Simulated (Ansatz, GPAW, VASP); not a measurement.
## One calculation of KBr, 3 ways

```xyz
2
Lattice="0.0000 3.3000 3.3000 3.3000 0.0000 3.3000 3.3000 3.3000 0.0000" Properties=species:S:1:pos:R:3 pbc="T T T"
Br    3.3000    3.3000    3.3000
K     0.0000    0.0000    0.0000
```

Alike in all runs: task single point; functional PBE; k mesh 7 × 7 × 7; occupations gaussian, width 0.02 eV; no spin polarisation; no spin-orbit coupling. Pressure is positive in compression and, in plane waves, holds the error of the finite cutoff.

| program and potentials | plane-wave cutoff (eV) | notes | pressure (GPa) |
| --- | --- | --- | --- |
| Ansatz, all-electron LAPW, scalar-relativistic | - | - | 0.72 |
| VASP, PBE PAW files Br, K_sv, release 54, 520 eV | 520 | - | 0.76 |
| GPAW, GPAW PAW data sets (gpaw-data 1.2.1) | 600 | - | ? |

Task: Estimate from the other rows what the run with GPAW, GPAW PAW data sets (gpaw-data 1.2.1) gave.

Result: Pressure 0.70 GPa. The other rows, which needn't bracket it: pressure 0.72 to 0.76.
